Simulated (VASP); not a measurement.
# Ga2As3 (P-6m2) in VASP: a series of runs, part 2 of 2

VASP 6.6.1. Earlier steps stand in the parts before.

## (4) Relaxation of the atoms, PBE+TS-HI, spin-orbit coupling, no magnetisation

The input, run.py:

```python
from ase.calculators.vasp import Vasp
from ase.optimize import BFGSLineSearch
from ase.spacegroup import crystal

atoms = crystal(
    ['Ga', 'Ga', 'As', 'As'],
    basis=[[0.6666666667, 0.3333333333, 0.5], [0.3333333333, 0.6666666667, 0.0], [0.0, 0.0, 0.74540001], [0.6666666667, 0.3333333333, 0.0]],
    spacegroup=187,
    setting=1,
    cellpar=[4.58305958, 4.58305958, 5.62783109, 90.0, 90.0, 120.0],
    primitive_cell=True,
)
calc = Vasp(
    directory='calc',
    xc='pbe',
    pp='PBE',
    setups='recommended',
    prec='Accurate',
    encut=520,
    ediff=1e-06,
    ismear=1,
    sigma=0.02,
    lreal=False,
    lasph=True,
    nelm=60,
    algo='Normal',
    isif=2,
    lwave=False,
    lcharg=False,
    lorbit=11,
    lsorbit=True,
    gga_compat=False,
    ivdw=21,
    kpts=[2, 2, 2],
    gamma=True,
)
atoms.calc = calc
opt = BFGSLineSearch(atoms, trajectory='relax.traj')
converged = opt.run(fmax=0.01, steps=40)
print('converged:', converged)

print('energy (eV):', atoms.get_potential_energy())
print('free energy (eV):', atoms.get_potential_energy(force_consistent=True))
print('forces (eV/A):')
print(atoms.get_forces())
print('stress (eV/A^3, Voigt):', atoms.get_stress())
print('Fermi level (eV):', calc.get_fermi_level())
print('cell (A, degrees):', atoms.cell.cellpar())
print('volume (A^3):', atoms.get_volume())
print('scaled positions:')
print(atoms.get_scaled_positions())
```

Potentials or basis: VASP PAW PBE potentials, release 64 (Ga_d, As).

On the command line:

```sh
$ python run.py
```

Output:

```text
Step[ FC]     Time          Energy          fmax
BFGSLineSearch:    0[  0] --:--:--      -19.660162       0.9017
BFGSLineSearch:    1[  1] --:--:--      -19.714191       0.0639
BFGSLineSearch:    2[  3] --:--:--      -19.714623       0.0002
converged: True
energy (eV): -19.71467352
free energy (eV): -19.71462337
forces (eV/A):
[[-1.1100e-05  2.6400e-06  7.8000e-07]
 [ 3.9000e-06  3.1700e-06  1.8800e-06]
 [ 6.8900e-06  1.2100e-06 -2.4805e-04]
 [ 2.3000e-06 -2.6900e-06  2.4444e-04]
 [-1.9900e-06 -4.3300e-06  9.4000e-07]]
stress (eV/A^3, Voigt): [ 1.92441250e-02  1.92446482e-02 -1.25851076e-02  7.96416564e-09
 -7.37808794e-08  2.77828296e-07]
Fermi level (eV): 5.16077553
cell (A, degrees): [  4.58305958   4.58305958   5.62783109  90.          90.
 120.        ]
volume (A^3): 102.37235459110352
scaled positions:
[[6.66666518e-01 3.33333431e-01 5.00000159e-01]
 [3.33333210e-01 6.66666706e-01 9.99999958e-01]
 [9.99998911e-01 9.99999080e-01 7.30044097e-01]
 [1.24849588e-06 8.05996753e-07 2.69955845e-01]
 [6.66666779e-01 3.33333311e-01 9.99999941e-01]]
```

OUTCAR:

```text
ENCUT = 520.000000
   EDIFF = 1.00e-06
   GGA = PE
   PREC = Accurate
   ISIF = 2
   ISMEAR = 1
   LORBIT = 11
   NELM = 60
   IVDW = 21
   LASPH = .TRUE.
   LSORBIT = .TRUE.
   LREAL = .FALSE.
  IVDW =  21

 ion  position               nearest neighbor table
   1  0.667  0.333  0.500-   5 2.81   5 2.81
   2  0.333  0.667  1.000-   5 2.65   5 2.65   5 2.65
   3  1.000  1.000  0.730-   4 2.59
   4  0.000  0.000  0.270-   3 2.59
   5  0.667  0.333  1.000-   2 2.65   2 2.65   2 2.65   1 2.81   1 2.81

  LATTYP: Found a hexagonal cell.
 ALAT       =     4.5830595800
 C/A-ratio  =     1.2279637635

  Lattice vectors:

 A1 = (   4.5830595800,   0.0000000000,   0.0000000000)
 A2 = (  -2.2915297900,   3.9690460233,   0.0000000000)
 A3 = (   0.0000000000,   0.0000000000,   5.6278310900)

Analysis of symmetry for initial positions (statically):
=====================================================================
 Subroutine PRICEL returns:
 Original cell was already a primitive cell.

 Routine SETGRP: Setting up the symmetry group for a
 hexagonal supercell.

 Subroutine GETGRP returns: Found 12 space group operations
 (whereof 12 operations were pure point group operations)
 out of a pool of 24 trial point group operations.

The static configuration has the point symmetry D_3h.

Analysis of symmetry for dynamics (positions and initial velocities):
=====================================================================
 Subroutine PRICEL returns:
 Original cell was already a primitive cell.

 Routine SETGRP: Setting up the symmetry group for a
 hexagonal supercell.

 Subroutine GETGRP returns: Found 12 space group operations
 (whereof 12 operations were pure point group operations)
 out of a pool of 24 trial point group operations.

The dynamic configuration has the point symmetry D_3h.

Analysis of structural, dynamic, and magnetic symmetry:
=====================================================================
 Subroutine PRICEL returns:
 Original cell was already a primitive cell.

 Routine SETGRP: Setting up the symmetry group for a
 hexagonal supercell.

 Subroutine GETGRP returns: Found  1 space group operations
[... 624 lines left out ...]
  external pressure =      -13.83 kB  Pullay stress =        0.00 kB

 VOLUME and BASIS-vectors are now :
 -----------------------------------------------------------------------------
  energy-cutoff  :      520.00
  volume of cell :      102.37
      direct lattice vectors                 reciprocal lattice vectors
     4.583059580  0.000000000  0.000000000     0.218194851  0.125974856  0.000000000
    -2.291529790  3.969046023  0.000000000     0.000000000  0.251949711  0.000000000
     0.000000000  0.000000000  5.627831090     0.000000000  0.000000000  0.177688346

 POSITION                                       TOTAL-FORCE (eV/Angst)
 -----------------------------------------------------------------------------------
      2.29153      1.32302      2.81392        -0.000011      0.000003      0.000001
     -0.00000      2.64603      5.62783         0.000004      0.000003      0.000002
      2.29153      3.96904      4.10856         0.000007      0.000001     -0.000248
      0.00000      0.00000      1.51927         0.000002     -0.000003      0.000244
      2.29153      1.32302      5.62783        -0.000002     -0.000004      0.000001
 -----------------------------------------------------------------------------------
    total drift:                               -0.000019      0.000012      0.000005

  FREE ENERGIE OF THE ION-ELECTRON SYSTEM (eV)
  ---------------------------------------------------
  free  energy   TOTEN  =       -19.7146233662 eV

  energy  without entropy=      -19.7147737984  energy(sigma->0) =      -19.71467351

 Spin-Orbit-Coupling matrix elements

 Ion:    1  E_soc:     -0.0096160
 l=   1
     0.0000000    -0.0008402    -0.0007192
    -0.0008402     0.0000000    -0.0008402
    -0.0007192    -0.0008402     0.0000000
 l=   2
     0.0000000    -0.0001623     0.0000000    -0.0001623    -0.0006522
    -0.0001623     0.0000000    -0.0004907    -0.0001257    -0.0001623
     0.0000000    -0.0004907     0.0000000    -0.0004907     0.0000000
    -0.0001623    -0.0001257    -0.0004907     0.0000000    -0.0001623
    -0.0006522    -0.0001623     0.0000000    -0.0001623     0.0000000
 l=   3
     0.0000000     0.0000000     0.0000000     0.0000000     0.0000000     0.0000000     0.0000000
     0.0000000     0.0000000     0.0000000     0.0000000     0.0000000     0.0000000     0.0000000
     0.0000000     0.0000000     0.0000000     0.0000000     0.0000000     0.0000000     0.0000000
     0.0000000     0.0000000     0.0000000     0.0000000     0.0000000     0.0000000     0.0000000
[... 69 lines left out ...]
 l=   2
     0.0000000    -0.0000028     0.0000000    -0.0000028    -0.0000251
    -0.0000028     0.0000000    -0.0000110     0.0000206    -0.0000028
     0.0000000    -0.0000110     0.0000000    -0.0000110     0.0000000
    -0.0000028     0.0000206    -0.0000110     0.0000000    -0.0000028
    -0.0000251    -0.0000028     0.0000000    -0.0000028     0.0000000
 l=   3
     0.0000000     0.0000000     0.0000000     0.0000000     0.0000000     0.0000000     0.0000000
     0.0000000     0.0000000     0.0000000     0.0000000     0.0000000     0.0000000     0.0000000
     0.0000000     0.0000000     0.0000000     0.0000000     0.0000000     0.0000000     0.0000000
     0.0000000     0.0000000     0.0000000     0.0000000     0.0000000     0.0000000     0.0000000
     0.0000000     0.0000000     0.0000000     0.0000000     0.0000000     0.0000000     0.0000000
     0.0000000     0.0000000     0.0000000     0.0000000     0.0000000     0.0000000     0.0000000
     0.0000000     0.0000000     0.0000000     0.0000000     0.0000000     0.0000000     0.0000000

 total charge

# of ion       s       p       d       tot
------------------------------------------
    1        1.006   0.469   9.967  11.442
    2        0.999   0.550   9.981  11.531
    3        1.332   1.284   0.050   2.665
    4        1.332   1.284   0.050   2.665
    5        1.299   1.274   0.068   2.641
--------------------------------------------------
tot          5.968   4.860  20.117  30.944

 magnetization (x)

# of ion       s       p       d       tot
------------------------------------------
    1        0.000  -0.000   0.000  -0.000
    2       -0.000   0.000  -0.000  -0.000
    3       -0.000  -0.000  -0.000  -0.000
    4       -0.000  -0.000  -0.000  -0.000
    5       -0.000   0.000  -0.000   0.000
--------------------------------------------------
tot         -0.000  -0.001  -0.000  -0.001

 magnetization (y)

# of ion       s       p       d       tot
------------------------------------------
    1        0.000  -0.000   0.000  -0.000
    2       -0.000   0.000  -0.000  -0.000
    3       -0.000  -0.000  -0.000  -0.000
    4       -0.000  -0.000  -0.000  -0.000
    5       -0.000   0.000  -0.000   0.000
--------------------------------------------------
tot         -0.000  -0.001  -0.000  -0.001

 magnetization (z)

# of ion       s       p       d       tot
------------------------------------------
    1        0.000  -0.000   0.000  -0.000
    2       -0.000   0.000  -0.000  -0.000
    3       -0.000  -0.000  -0.000  -0.000
    4       -0.000  -0.000  -0.000  -0.000
    5       -0.000   0.000  -0.000   0.000
--------------------------------------------------
tot         -0.000  -0.001  -0.000  -0.001
```

INCAR:

```text
ENCUT = 520.000000
SIGMA = 0.020000
EDIFF = 1.00e-06
ALGO = Normal
GGA = PE
PREC = Accurate
ISIF = 2
ISMEAR = 1
LORBIT = 11
NELM = 60
IVDW = 21
LASPH = .TRUE.
LCHARG = .FALSE.
LWAVE = .FALSE.
LSORBIT = .TRUE.
GGA_COMPAT = .FALSE.
LREAL = .FALSE.
```

Run time: 18 min. Hardware: 1 thread of AMD EPYC 9R45 (Zen 5), shared host; peak memory 0.41 GiB.

These settings aren't checked as converged (typed here: k = 2 × 2 × 2; ISMEAR = 1; SIGMA = 0.02): the numbers below hold their error.

Results:

- Free energy: -19.7146 eV
- Energy gained by relaxing: 10.9 meV/atom
- Ionic steps: 3
- Pressure after relaxing: -1.4 GPa
- Valence electrons inside the program's atomic spheres: Ga 11.44, 11.53; As 2.67, 2.64
- Hirshfeld charges: Ga +0.10, +0.05; As -0.07, -0.02 e
- Dispersion energy per atom: -0.242 eV

Caveat: the k mesh is coarse (spacing up to 0.79 Å⁻¹), so the values aren't converged.
